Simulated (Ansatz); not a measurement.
The system is Hf.

```
Hf
1.0
    -1.80500    1.80500    1.80500
     1.80500   -1.80500    1.80500
     1.80500    1.80500   -1.80500
Hf
1
Cartesian
  0.0000 0.0000 0.0000
```

This isn't the form of Hf at room conditions, which is hcp.

A run of Ansatz 0.2.0 on this cell left the log below. Logs are shortened: lines on timing, memory, paths and dates and some standing lists are left out, and cuts for length are marked.

```text
Warning: RAYON_NUM_THREADS=2 ignored (pool sized by the plan → 2); use --threads N
Engine: ansatz 0.2.0, aarch64-unknown-linux-gnu
Pseudopotentials: kind: paw
Pseudopotential: Hf, paw, valence charge 26, recommended cutoff 420 eV (normal), Hf.paw.azcp
Functional definition: SPW92
  exchange = slater_x
  correlation = pw_c
Crystal: 1 atoms, lattice volume = 23.523 Å³
Basis set: ecut = 420 eV, 459 PW (Γ), exchange–correlation on 48×48×48 points (8 copies of the dense FFT grid, shifted against one another)
Bands: 17, of which v1, the nominal top of the filled ones, is band 13 counted from 1 (12 counted from 0)
Symmetry: 48 space group operations
k-points: 40 of 343 (irreducible under 8 space group operations, time reversal used)
Non-local potential: Hf, projectors of the file, l = 0: 3, l = 1: 2, l = 2: 2, l = 3: 3
PAW form: soft (Blöchl's): semilocal exchange-correlation on the pseudo side does not see the compensation charge
PAW frozen core: Hf, regenerated for the run's functional, and the local potential with it (the file was generated under x = pbe(κ = 0.804, μ = 0.2195149727645171), c = pbe(β = 0.06672455060314922))
PAW one-centre angular grid: Hf, 590 points (default); XC on 64 Gauss nodes
Initial density: superposition of atomic densities (neutral atoms: chi_scale 0, normalization atom), corrected by the library's trained network
Initial wavefunctions: pseudopotential atomic-orbital guess
Functional: x = slater, c = lda
SCF iter   1: F=—  HF=-15476.575015 eV  |F-HF|=—  |Δ(HF+E_count)|=         —  Δρ=4.52e-3  dr2=3.31e-3  ethr=1.77e-3  ⟨swp⟩=5.1  Hψ=2868  notcnv=0
preconditioner: auto → Kerker (q_TF=auto, 2.774 Å⁻¹)  [metal: Δε(μ)=0.113 eV  Ē_g=18.396 eV  σ=0.050 eV  W_gap=0.48  n_scr=12 (ndim 8)  ℏωp=37.5 eV  f_vac=0.000  D(μ)=2.31/eV (n_scr^D=18)]
SCF iter   2: F=—  HF=-15476.574549 eV  |F-HF|=—  |Δ(HF+E_count)|=   4.66e-4  Δρ=2.99e-3  dr2=1.52e-3  ethr=1.27e-5  ⟨swp⟩=2.2  Hψ=1344  notcnv=0
SCF iter   3: F=—  HF=-15476.574527 eV  |F-HF|=—  |Δ(HF+E_count)|=   2.21e-5  Δρ=1.05e-3  dr2=2.75e-4  ethr=5.85e-6  ⟨swp⟩=2.0  Hψ=960  notcnv=0
SCF iter   4: F=—  HF=-15476.574325 eV  |F-HF|=—  |Δ(HF+E_count)|=   2.02e-4  Δρ=2.81e-4  dr2=8.04e-6  ethr=1.06e-6  ⟨swp⟩=2.0  Hψ=1155  notcnv=0
SCF iter   5: F=—  HF=-15476.574328 eV  |F-HF|=—  |Δ(HF+E_count)|=   2.54e-6  Δρ=3.67e-5  dr2=1.95e-7  ethr=3.09e-8  ⟨swp⟩=2.1  Hψ=1095  notcnv=0
SCF iter   6: F=—  HF=-15476.574329 eV  |F-HF|=—  |Δ(HF+E_count)|=   1.02e-6  Δρ=8.95e-6  dr2=9.86e-9  ethr=7.49e-10  ⟨swp⟩=2.0  Hψ=1210  notcnv=0
SCF iter   7: F=—  HF=-15476.574329 eV  |F-HF|=—  |Δ(HF+E_count)|=   2.84e-9  Δρ=1.17e-6  dr2=1.04e-10  ethr=3.79e-11  ⟨swp⟩=2.5  Hψ=1100  notcnv=0
SCF iter   8: F=—  HF=-15476.574329 eV  |F-HF|=—  |Δ(HF+E_count)|=  3.73e-10  Δρ=3.13e-7  dr2=1.32e-11  ethr=1.00e-12  ⟨swp⟩=6.3  Hψ=3254  notcnv=0
SCF iter   9: F=-15476.574329 eV  HF=-15476.574329 eV  |F-HF|=1.82e-12  |Δ(HF+E_count)|=  3.64e-12  Δρ=5.74e-8  dr2=4.05e-13  ethr=1.00e-12  ⟨swp⟩=5.2  Hψ=2928  notcnv=0
SCF 1 converged in 9 iterations: F = -15476.574329 eV  dr2 = 4.05e-13
  greatest PAW one-centre occupation: 0.998 electrons in one spin orbital (limit 2), on the Hf atom at site 0 (counted from 0), in its partial waves of l = 3
DFPT response loops at Γ: preconditioner auto → Kerker (q_TF=auto, 2.774 Å⁻¹) (partly filled bands, converged f_vac=0.000); β = 1.00, the filter's whole step (`scf.mixing.beta` (0.50) is not read by the response loops under this deck's `scf.mixing.preconditioner`; to damp them name `kerker` or `kerker_dos`, under which they read `scf.mixing.beta`, and type it under 1.00, their step now; both keys bind the ground state too); Broyden in place of MSR1
SCF converged after 9 iterations
Free energy (F): -15476.574329 eV
Harris-Foulkes:  -15476.574329 eV  (|F-HF|=1.82e-12)
Internal energy: -15476.555949 eV  (E = F + TS)
E sigma→0 (E₀):  -15476.565139 eV
Entropy (-TS):   -0.018380 eV (-18.380 meV/atom)
Fermi energy:    18.153328 eV
--- Per-component energies (eV) ---
  E_band       = -3.332036
  E_kinetic    = 422.958495
  E_local      = -5217.810912  (includes V_loc(G=0)·N_el)
  E_nonlocal   = -1233.253413
  E_hartree    = 2437.371085
  E_xc         = -296.576016
  E_vxc        = -265.277318  (∫ρ·V_xc dr)
  E_paw        = -6685.209088  (= ΣΔE_a)
  E_vpaw       = 1415.308936  (= ΣTr[D̂ρ^β])
  E_aug_tail   = -0.000001  (compensation charges beyond the density's cutoff)
  E_ewald      = -4906.493341
  E_core_change = 2.457243  (= ΣΔE_core)
  E_smearing   = -0.018380  (= −TS)
  E_closure    = 0.000000  (closes the sum)
  Σ components = -15476.574329   (vs F -15476.574329, Δ=0.00e0)
--- Band table (eV; the first three rows and the last of 40) ---
  k-point 0: bands = ["-43.5332", "-11.8387", "-11.8387", "-11.8387", "6.4478", "6.4478", "6.4478", "6.5091", "6.5091", "6.5091", "6.5358", "11.3258", "19.5457", "19.5457", "19.5457", "22.1941", "22.1941"]
  k-point 1: bands = ["-43.5230", "-11.9765", "-11.8827", "-11.8390", "6.4514", "6.4562", "6.4567", "6.5012", "6.5050", "6.5065", "6.5262", "12.0168", "19.1117", "19.3030", "20.2410", "21.7034", "22.2135"]
  k-point 2: bands = ["-43.5001", "-12.2745", "-11.9804", "-11.8399", "6.4562", "6.4729", "6.4757", "6.4835", "6.4898", "6.5039", "6.5194", "13.6755", "18.2990", "18.5295", "21.8146", "22.1800", "22.4262"]
  k-point 39: bands = ["-43.4417", "-12.3306", "-12.3069", "-12.3069", "6.4361", "6.4724", "6.4760", "6.4760", "6.5121", "6.5145", "6.5145", "15.9988", "15.9995", "22.7433", "22.7433", "23.9052", "24.0972"]
--- Phonons (Γ-DFPT): 1 representative perturbation + reference, on 40 of 343 k-points (Σ response iterations 3) ---
  k mesh reduced under 8 symmetry operations, with k and −k counted as one. Each operation leaves every solved perturbation unchanged. A smaller set is not used because it would not reduce the number of displacements times k-points to solve
  ASR residual: 3.333e-5 → 0.000e0 eV/Å²; symmetrization residual: 9.741e-21 eV/Å²
  ASR residual per site (eV/Å²): 3.33e-5
  Γ frequencies (cm⁻¹): 0.00 0.00 0.00
  non-analytic LO–TO correction: not included (Born effective charges unavailable; polar crystals: no LO–TO splitting at Γ)
```

Task: What input gives this log?

Result: Phonons with LDA, no spin polarisation. The files as run (others can give the same):

input.yaml
```yaml
crystal:
  lattice:
    - [-1.805, 1.805, 1.805]
    - [1.805, -1.805, 1.805]
    - [1.805, 1.805, -1.805]
  atoms:
    - { symbol: Hf, position: [0.0, 0.0, 0.0] }
hamiltonian:
  xc: lda
  pseudopotentials: { kind: paw }
kpoints:
  mp_grid: { grid: [7, 7, 7] }
scf:
  occupations: { method: fermi_dirac, width: 0.05 }
phonons:
  method: dfpt
```

Potentials or basis: Ansatz PAW.
Launch:
```sh
$ ansatz run input.yaml --threads 2 --pin off --max-ram 5632MiB --backend cpu --events-out ev --progress --plain --runs-dir out
```

Caveat: the PAW data sets come from PBE, with cores solved anew for the run's functional, which leaves a small shift of forces and pressure.
